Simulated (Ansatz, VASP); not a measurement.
Pt: VASP beside Ansatz

```
Pt
1.0
     0.00000    1.88580    2.08431
     1.88580    0.00000    2.08431
     1.88580    1.88580    0.00000
Pt
1
Cartesian
  0.0000 0.0000 0.0000
```

Change from the starting cell: strain -0.050 along x and y, +0.050 along z, atoms carried along.

Alike in both runs: task single point; functional PBE; k mesh 26 × 26 × 26; occupations gaussian, width 0.15 eV; no spin polarisation.

```csv
,VASP,Ansatz
version,VASP 6.6.1,Ansatz 0.2.0
potentials or method,"VASP PAW PBE potentials, release 64 (Pt)","scalar-relativistic, plane waves, PAW"
plane-wave cutoff (eV),520,420
valence electrons in the cell,10,18
```

|  | VASP | Ansatz | Ansatz less VASP |
| --- | --- | --- | --- |
| gap on the k mesh at the Fermi level (eV) | none | none | - |
| pressure (GPa) | 16.4 | 17.0 | +0.58 |
| largest component of the traceless stress (GPa) | 9.52 | 9.60 | +0.082 |

A gap of «none» marks a metal or a gap that the smearing closes. The functional is the same, so the differences come from potentials, cutoffs and numerics. The two sets of potentials don't hold the same shells in valence.

Caveats: so large a pressure means that the cell lies far from this level's equilibrium, or that cutoff or potentials fall short (VASP). Spin-orbit coupling is left out, which matters for the levels of Pt.
